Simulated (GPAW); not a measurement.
Here is a GPAW 26.7.0 calculation.

The input run.py:

```python
from ase.dft.bandgap import bandgap
from ase.io import read, write
from ase.units import GPa
from gpaw import GPAW, PW

atoms = read('MgO.xyz')

calc = GPAW(mode=PW(800),
            xc='PBE',
            kpts={'size': (10, 10, 10), 'gamma': True},
            occupations={'name': 'fermi-dirac', 'width': 0.05},
            nbands=16,
            convergence={'density': 1e-05, 'energy': 1e-05},
            maxiter=150,
            txt='gpaw.txt')
atoms.calc = calc
energy = atoms.get_potential_energy()
forces = atoms.get_forces()
stress = atoms.get_stress()
calc.write('gs.gpw')
write('result.traj', atoms)
print(f'Energy: {energy:.6f} eV')
print('Forces (eV/A):')
print(forces.round(4))
print('Stress (GPa):', (stress / GPa).round(3))
print('Fermi level:', round(calc.get_fermi_level(), 4), 'eV')
print(f'Gap: {bandgap(calc)[0]:.4f} eV, direct: {bandgap(calc, direct=True)[0]:.4f} eV')
```

The input MgO.xyz:

```xyz
2
Lattice="2.9380209034 0.0000000000 0.0000000000 -1.4690104517 2.5444007392 0.0000000000 0.0000000000 0.0000000000 2.6796800000" Properties=species:S:1:pos:R:3 pbc="T T T"
Mg     0.0218059911      0.0077044454      0.0075165024
O      0.0332892458      1.6735465090      1.3473511430
```

Potentials or basis: GPAW PAW data sets (gpaw-data 1.2.1), pw.

The run is started by

```console
$ OMP_NUM_THREADS=1 python run.py
```

(1) Estimate the pressure.

(2) Estimate the largest force.

## Answers

(1) 0.0 GPa.

(2) 0.116 eV/Å.
